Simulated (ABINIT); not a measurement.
Here is an ABINIT 10.8.3 (patched build) calculation.

File run.abi:

```
# Pseudopotentials
pp_dirpath "./"
pseudos "Te.upf, Sn.upf"

# Structure
acell 8.4205719959 8.4205719959 8.4205719959
rprim
     0.0000000000     0.7071067812     0.7071067812
     0.7071067812     0.0000000000     0.7071067812
     0.7071067812     0.7071067812     0.0000000000
ntypat 2
znucl 52 50
natom 2
typat 1 2
xred
     0.5000000000     0.5000000000     0.5000000000
     0.0000000000     0.0000000000     0.0000000000

# Plane-wave basis
ecut 925.187132 eV

# k points
kptopt 1
ngkpt 5 5 5
nshiftk 1
shiftk 0.0 0.0 0.0

# Exchange and correlation
ixc 11

# Bands and occupations
nband 19
occopt 3
tsmear 0.05 eV

# SCF cycle
nstep 100
tolvrs 1.0e-10

# Output
iomode 3
prtwf 0
prtden 0
prteig 0
prtebands 0
```

Potentials or basis: PseudoDojo NC SR PBE v0.4.1 standard.

Run with:

```console
$ abinit run.abi > log 2>&1
```

(1) Estimate the pressure.

## Answers

(1) 1.9 GPa.
